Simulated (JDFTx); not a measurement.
## Na under changes of volume

One of the cells (39.256 Å³/atom); the others are scaled copies at fixed shape and fractional positions:

```xyz
1
Lattice="-2.1410 2.1410 2.1410 2.1410 -2.1410 2.1410 2.1410 2.1410 -2.1410" Properties=species:S:1:pos:R:3 pbc="T T T"
Na    0.0000    0.0000    0.0000
```

| Property | Result |
| --- | --- |
| Program | JDFTx 1.7.0 (patched build) |
| Functional | PBEsol |
| Potentials or basis | PseudoDojo-SR-PBEsol-0.4.1-standard with smoothed tails |
| Cutoff | 1197 eV |
| Density cutoff | 4789 eV |
| k mesh | 9 × 9 × 9 |
| Occupations | fermi-dirac, width 0.05 eV |
| Spin | no spin polarisation |

```tsv
volume (Å³/atom)	energy over the lowest point (meV/atom)	pressure (GPa)
36.901	0.00	-0.1
37.686	1.04	-0.3
38.471	2.79	-0.4
39.256	5.16	-0.5
40.041	8.11	-0.7
40.827	?	?
41.612	15.51	-0.8
```

Problem. What does the run at 40.827 Å³/atom give?

Solution. Energy over the lowest point 11.57 meV/atom; pressure -0.8 GPa.

Worked out: A Birch-Murnaghan fit of order 3 (a polynomial in V^(-2/3)) to the other rows has its minimum at 36.25 Å³/atom, just outside them, with B0 = V·E''(V) = 7.9 GPa and B' = 3.7. It gives 11.58 meV/atom at 40.827 Å³/atom, against the run's 11.57, and -dE/dV = -0.8 GPa, against -0.8.

Energies are extrapolated to zero smearing.
